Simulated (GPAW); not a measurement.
# CuAu (P4/mmm) in GPAW: convergence with density grid spacing (A)

Aim: find how far density grid spacing (A) must go before the results for CuAu settle, at LDA. This setting moves, with any that are tied to it; all else stays.

All numbers are computed with GPAW 26.7.0; they aren't measurements. Logs are shortened: lines on timing, memory, paths and dates and some standing lists are left out, and cuts for length are marked. The log counts tension as positive stress, the text compression.

## Step 1: The structure

Symmetry: P4/mmm, No. 123, tetragonal system. The conventional cell has a = 2.811 Å, b = 2.811 Å, c = 3.685 Å, α = 90.00°, β = 90.00°, γ = 90.00°. Au (site symmetry 4/mmm) is surrounded by 8 Cu at 2.71 Å and 4 Au at 2.81 Å. Cu (site symmetry 4/mmm) is surrounded by 8 Au at 2.71 Å and 4 Cu at 2.81 Å.

## Step 2: With density grid spacing (A) 0.24

Contents of run.py:

```python
from ase.dft.bandgap import bandgap
from ase.io import read, write
from ase.units import GPa
from gpaw import GPAW, PW

atoms = read('POSCAR')

calc = GPAW(mode=PW(600),
            h=0.24,
            xc='LDA',
            kpts={'size': (7, 7, 6), 'gamma': True},
            occupations={'name': 'fermi-dirac', 'width': 0.05},
            nbands=23,
            convergence={'density': 1e-05, 'energy': 1e-05},
            maxiter=100,
            txt='gpaw.txt')
atoms.calc = calc
energy = atoms.get_potential_energy()
forces = atoms.get_forces()
stress = atoms.get_stress()
calc.write('gs.gpw')
write('result.traj', atoms)
print(f'Energy: {energy:.6f} eV')
print('Forces (eV/A):')
print(forces.round(4))
print('Stress (GPa):', (stress / GPa).round(3))
print('Fermi level:', round(calc.get_fermi_level(), 4), 'eV')
print(f'Gap: {bandgap(calc)[0]:.4f} eV, direct: {bandgap(calc, direct=True)[0]:.4f} eV')
```

Contents of POSCAR:

```
CuAu
1.0
    2.8107494552      0.0000000000      0.0000000000
    0.0000000000      2.8107494552      0.0000000000
    0.0000000000      0.0000000000      3.6850000000
Au Cu
1 1
Direct
    0.0000000000      0.0000000000      0.0000000000
    0.5000000000      0.5000000000      0.5000000000
```

Potentials or basis: the program's PAW data sets (release 1.2.1) made for this functional, pw.

Launch:

```bash
> OMP_NUM_THREADS=1 python run.py
```

It took 11 s on 1 thread of Arm Neoverse V1, shared host; peak memory 0.15 GiB.

What came out:

| Property | Result |
| --- | --- |
| Free energy | -9.1456 eV |
| Pressure | -6.6 GPa |
| Band gap on the k mesh | none (metal or under the smearing width) |

## Step 3: With density grid spacing (A) 0.2

Edit run.py of step 2 so:

```diff
@@ -8,3 +8,3 @@
 calc = GPAW(mode=PW(600),
-            h=0.24,
+            h=0.2,
             xc='LDA',
```

POSCAR is that of step 2.

Potentials or basis: the program's PAW data sets (release 1.2.1) made for this functional, pw.

Launch:

```bash
> OMP_NUM_THREADS=1 python run.py
```

Wall time 13 s (1 thread of Arm Neoverse V1, shared host); peak memory 0.15 GiB.

Results:

```yaml
Free_energy: -9.1459 eV
Pressure: -6.7 GPa
Band_gap_on_the_k_mesh: none (metal or under the smearing width)
```

## Step 4: With density grid spacing (A) 0.17

Edit run.py of step 3 so:

```diff
@@ -8,3 +8,3 @@
 calc = GPAW(mode=PW(600),
-            h=0.2,
+            h=0.17,
             xc='LDA',
```

POSCAR is that of step 3.

Launch:

```bash
> OMP_NUM_THREADS=1 python run.py
```

Wall time 21 s (1 thread of Arm Neoverse V1, shared host); peak memory 0.15 GiB.

Results:

```
Free energy            : -9.1459 eV
Pressure               : -6.7 GPa
Band gap on the k mesh : none (metal or under the smearing width)
```

## Step 5: With density grid spacing (A) 0.15

Edit run.py of step 4 so:

```diff
@@ -8,3 +8,3 @@
 calc = GPAW(mode=PW(600),
-            h=0.17,
+            h=0.15,
             xc='LDA',
```

POSCAR is that of step 4.

Launch:

```bash
> OMP_NUM_THREADS=1 python run.py
```

Run time: 19 s. Hardware: 1 thread of Arm Neoverse V1, shared host; peak memory 0.16 GiB.

It converged, with:

* Free energy: -9.1459 eV
* Pressure: -6.7 GPa
* Band gap on the k mesh: none (metal or under the smearing width)

## Step 6: With density grid spacing (A) 0.13

Edit run.py of step 5 so:

```diff
@@ -8,3 +8,3 @@
 calc = GPAW(mode=PW(600),
-            h=0.15,
+            h=0.13,
             xc='LDA',
```

POSCAR is that of step 5.

Potentials or basis: the program's PAW data sets (release 1.2.1) made for this functional, pw.

Launch:

```bash
> OMP_NUM_THREADS=1 python run.py
```

Wall time 35 s (1 thread of Arm Neoverse V1, shared host); peak memory 0.18 GiB.

It converged, with:

- Free energy: -9.1459 eV
- Pressure: -6.7 GPa
- Band gap on the k mesh: none (metal or under the smearing width)

## Step 7: With density grid spacing (A) 0.11

Edit run.py of step 6 so:

```diff
@@ -8,3 +8,3 @@
 calc = GPAW(mode=PW(600),
-            h=0.13,
+            h=0.11,
             xc='LDA',
```

POSCAR is that of step 6.

Launch:

```bash
> OMP_NUM_THREADS=1 python run.py
```

Wall time 51 s (1 thread of Arm Neoverse V1, shared host); peak memory 0.2 GiB.

Results (log left out):

| Property | Result |
| --- | --- |
| Free energy | -9.1459 eV |
| Pressure | -6.7 GPa |
| Band gap on the k mesh | none (metal or under the smearing width) |

## Step 8: With density grid spacing (A) 0.09

Edit run.py of step 7 so:

```diff
@@ -8,3 +8,3 @@
 calc = GPAW(mode=PW(600),
-            h=0.11,
+            h=0.09,
             xc='LDA',
```

POSCAR is that of step 7.

Potentials or basis: the program's PAW data sets (release 1.2.1) made for this functional, pw.

Launch:

```bash
> OMP_NUM_THREADS=1 python run.py
```

gpaw.txt:

```text
__  _  _
 | _ |_)|_||  |
 |__||  | ||/\| - 26.7.0

Input parameters:
  mode=PW(ecut=600.0),
  convergence={'density': 1e-05, 'energy': 1e-05},
  h=0.09,
  kpts=MonkhorstPack(size=(7, 7, 6), gamma=True),
  maxiter=100,
  nbands=23,
  occupations=Occupations(name='fermi-dirac', width=0.05),
  xc=XC(name='LDA')

Diagonalizing LCAO Hamiltonian
Converting LCAO to pw mode
   .------.
  /|      |
 * |      |
 | |  Cu  |
 | |      |
 | .------.
 |/      /
 Au-----*

Atoms  # Å, Bohr magnetons
|   | symbol |        x |        y |        z |    initial magnetic moments |
|---|--------|----------|----------|----------|-----------------------------|
| 0 |     Au | 0.000000 | 0.000000 | 0.000000 | ( 0.0000,  0.0000,  0.0000) |
| 1 |     Cu | 1.405375 | 1.405375 | 1.842500 | ( 0.0000,  0.0000,  0.0000) |

Unit cell  # Å
| periodic |        x |        y |        z |  lengths |    angles |
|----------|----------|----------|----------|----------|-----------|
|      yes | 2.810749 | 0.000000 | 0.000000 | 2.810749 | 90.000000 |
|      yes | 0.000000 | 2.810749 | 0.000000 | 2.810749 | 90.000000 |
|      yes | 0.000000 | 0.000000 | 3.685000 | 3.685000 | 90.000000 |

Number of symmetries: 16
Symmetry operations  # r_c * U_cc + t_c -> r_c
|    | kind |            matrix            |
|----|------|------------------------------|
|  0 |  E   |  1, 0, 0,  0, 1, 0,  0, 0, 1 |
|  1 |  σ   |  1, 0, 0,  0, 1, 0,  0, 0,-1 |
|  2 |  σ   |  1, 0, 0,  0,-1, 0,  0, 0, 1 |
|  3 |  C2  |  1, 0, 0,  0,-1, 0,  0, 0,-1 |
|  4 |  σ   |  0, 1, 0,  1, 0, 0,  0, 0, 1 |
|  5 |  C2  |  0, 1, 0,  1, 0, 0,  0, 0,-1 |
|  6 |  C4  |  0, 1, 0, -1, 0, 0,  0, 0, 1 |
|  7 |  S4  |  0, 1, 0, -1, 0, 0,  0, 0,-1 |
|  8 |  C4  |  0,-1, 0,  1, 0, 0,  0, 0, 1 |
|  9 |  S4  |  0,-1, 0,  1, 0, 0,  0, 0,-1 |
| 10 |  σ   |  0,-1, 0, -1, 0, 0,  0, 0, 1 |
| 11 |  C2  |  0,-1, 0, -1, 0, 0,  0, 0,-1 |
| 12 |  σ   | -1, 0, 0,  0, 1, 0,  0, 0, 1 |
| 13 |  C2  | -1, 0, 0,  0, 1, 0,  0, 0,-1 |
| 14 |  C2  | -1, 0, 0,  0,-1, 0,  0, 0, 1 |
| 15 |  i   | -1, 0, 0,  0,-1, 0,  0, 0,-1 |

BZ-sampling:
  Number of BZ points: 294
  Number of IBZ points: 40

  Monkhorst-Pack size: [7, 7, 6]
  Monkhorst-Pack shift: [0.0, 0.0, 0.08333333333333333]

K-points  # in reciprocal-cell coordinates
|     |                                coordinates |     weight |
|-----|--------------------------------------------|------------|
|   0 | (  0.00000000,   0.00000000,   0.00000000) | 0.00340136 |
|   1 | (  0.00000000,   0.00000000,   0.16666667) | 0.00680272 |
|   2 | (  0.00000000,   0.00000000,   0.33333333) | 0.00680272 |
|   3 | (  0.00000000,   0.00000000,   0.50000000) | 0.00340136 |
|   4 | (  0.14285714,   0.00000000,   0.00000000) | 0.01360544 |
|   5 | (  0.14285714,   0.00000000,   0.16666667) | 0.02721088 |
|   6 | (  0.14285714,   0.00000000,   0.33333333) | 0.02721088 |
|   7 | (  0.14285714,   0.00000000,   0.50000000) | 0.01360544 |
|   8 | (  0.14285714,   0.14285714,   0.00000000) | 0.01360544 |
|   9 | (  0.14285714,   0.14285714,   0.16666667) | 0.02721088 |
| ... |                                            |            |
|  39 | (  0.42857143,   0.42857143,   0.50000000) | 0.01360544 |

Plane wave coefficients: 991
Cutoff: 600.0 eV

Spin-components: 1 (collinear spins)
Bands:           23
Projectors:      12
Spin-degeneracy: 2
Datatype:        complex128

Parallelization:
  kpt:    1
  domain: 1
  band:   1

Density:
  Valence electrons: 22.0
  Components: 1
  Grid points: [32 32 42]
  Charge: 0.0  # |e|

Potential:
  Grid points: [32 32 42]

species:
  Au:
    name:    Gold
    Z:       79.0
    valence: 11
    core:    68
    charge:  0.0  # [|e|]
    compensation charges:
      type: gauss
      rc: 0.42  # [Å]
      lmax: 2
    cutoffs:
      filter: 2.33  # [Å]
      core: 2.81  # [Å]
    projectors
    | kind |    occ | energy [eV] | rcut [Å] |
    |------|--------|-------------|----------|
    |   6s |  1.000 |      -6.048 |    1.323 |
    |   6p |  0.000 |      -0.888 |    1.323 |
    |   5d | 10.000 |      -7.129 |    1.323 |
    |    s |        |      21.163 |    1.323 |
    |    p |        |      26.323 |    1.323 |
    |    d |        |      20.082 |    1.323 |

    Using partial waves for Au as LCAO basis

  Cu:
    name:    Copper
    Z:       29.0
    valence: 11
    core:    18
    charge:  0.0  # [|e|]
    compensation charges:
      type: gauss
      rc: 0.33  # [Å]
      lmax: 2
    cutoffs:
      filter: 2.06  # [Å]
      core: 2.43  # [Å]
    projectors
    | kind |    occ | energy [eV] | rcut [Å] |
    |------|--------|-------------|----------|
    |   4s |  1.000 |      -4.857 |    1.164 |
    |   4p |  0.000 |      -0.783 |    1.164 |
    |   3d | 10.000 |      -5.324 |    1.058 |
    |    s |        |      22.354 |    1.164 |
    |    p |        |      26.429 |    1.164 |
    |    d |        |      21.887 |    1.058 |

    Using partial waves for Cu as LCAO basis

Reference energy: -561264.669983  # eV

eigensolver:
  PPCG
  Converge bands: occupied
  niter=2

density mixing:
  MSR1-Mixer
  Pratt-step length: 0.05
  Maximum mixing coefficient: 0.75
  Old densities: 10
  SVD Regularization: 0.005
  Good broyden scale: 1.0
  Trust region scale: 1.0
  Backstep threshold: 4.0
  History deletion threshold: 6.0
  Fourier metric: weight=20.0, sigma=0.015

occupation numbers:
  Fermi-Dirac:
    width: 0.0500  # eV

poisson solver:
  ecut: 4800.0  # eV

xc functional:
  name: None

convergence criteria:
- Maximum integral of absolute [dens]ity change: 1e-05 electrons / valence electron
- Maximum [total energy] change in last 3 cyles: 1e-05 eV / valence electron
- Maximum integral of absolute [eigenst]ate change: 4e-08 eV^2 / valence electron
maximum number of iterations: 100

SCF iterations
|iter     | |      energy | eigst |  dens |
|---------|-|-------------|-------|-------|
|iter:   1| |  -10.345922 | -0.18 |       |
|iter:   2| |   -9.977467 | -2.56 | -0.98 |
|iter:   3| |   -9.260206 | -1.81 | -1.06 |
|iter:   4| |   -9.164036 | -2.52 | -1.56 |
|iter:   5| |   -9.151402 | -4.39 | -2.05 |
|iter:   6| |   -9.145012 | -4.27 | -2.24 |
|iter:   7| |   -9.144909 | -5.57 | -2.97 |
|iter:   8| |   -9.144899c| -5.90 | -3.33 |
|iter:   9| |   -9.144898c| -7.59c| -4.31 |
|iter:  10| |   -9.144898c| -7.74c| -4.77 |
|iter:  11| |   -9.144898c| -8.22c| -5.27c|

Converged in 11 steps
Energy contributions relative to reference atoms: (reference = -561264.669983)

Energy contributions:
  Kinetic:         -21.167548
  Coulomb:          16.971165
  Zero:              0.173378
  External:          0.000000
  Xc:               -5.120884
  Entropy:          -0.002020
  Spinorbit:         0.000000
  ----------------------------
  Free energy:      -9.145908
  Extrapolated:     -9.144898

dipole moment: (-9.744243, -9.744243, -12.775075)  # |e|*Ang

Fermi level: 9.037
Eigenvalues  # (at kpt = [0.000, 0.000, 0.000])
| band index |      eig [eV] | occ [0-2] |
|------------|---------------|-----------|
|          0 |        -1.010 |     2.000 |
|        ... |               |           |
|          3 |         4.756 |     2.000 |
|          4 |         4.756 |     2.000 |
|          5 |         5.832 |     2.000 |
|          6 |         5.958 |     2.000 |
|          7 |         6.671 |     2.000 |
|          8 |         7.111 |     2.000 |
|          9 |         7.343 |     2.000 |
|         10 |         7.343 |     2.000 |
|         11 |        10.901 |     0.000 |
|         12 |        16.790 |     0.000 |
|         13 |        18.988 |     0.000 |
|         14 |        18.988 |     0.000 |
|         15 |        25.604 |     0.000 |
|         16 |        25.663 |     0.000 |
|         17 |        27.711 |     0.000 |
|         18 |        30.575 |     0.000 |
|        ... |               |           |
|         22 |        36.045 |     0.000 |

No gap
No difference between direct/indirect transitions

Forces  # eV/Ang
|        x |        y |       z |
|----------|----------|---------|
| -0.00000 | -0.00000 | 0.00000 |  # Au   0
|  0.00000 |  0.00000 | 0.00000 |  # Cu   1

Stress tensor  # eV/Ang^3
|        x |        y |        z |
|----------|----------|----------|
| 0.041354 | 0.000000 | 0.000000 |
| 0.000000 | 0.041354 | 0.000000 |
| 0.000000 | 0.000000 | 0.041883 |

# Writing to gs.gpw (mode='')
```

Run time: 63 s. Hardware: 1 thread of Arm Neoverse V1, shared host; peak memory 0.24 GiB.

Results:

- Free energy: -9.1459 eV
- Pressure: -6.7 GPa
- Band gap on the k mesh: none (metal or under the smearing width)

## Step 9: Summary

```
density grid spacing (A)  energy less the tightest run, at zero smearing (meV/atom)  pressure (GPa)  SCF cycles  CPU time (s)  peak memory (GiB)
                    0.24                                                       0.17           -6.61          11            11               0.15
                     0.2                                                       0.00           -6.66          11            13               0.15
                    0.17                                                       0.00           -6.65          11            21               0.15
                    0.15                                                       0.00           -6.65          11            19               0.16
                    0.13                                                       0.00           -6.65          11            35               0.18
                    0.11                                                       0.00           -6.65          11            51                0.2
                    0.09                                                       0.00           -6.65          11            63               0.24
```

Against the tightest run, the energy stays within 1 meV/atom from 0.24 on; the pressure stays within 0.1 GPa from 0.24 on. The tightest run that finished is the yardstick and may itself not be fully converged.

Caveats: with these Cu and Au data sets, volumes or pressures lay over 1.5 % or 2 GPa off other programs in two to four cells of ten.
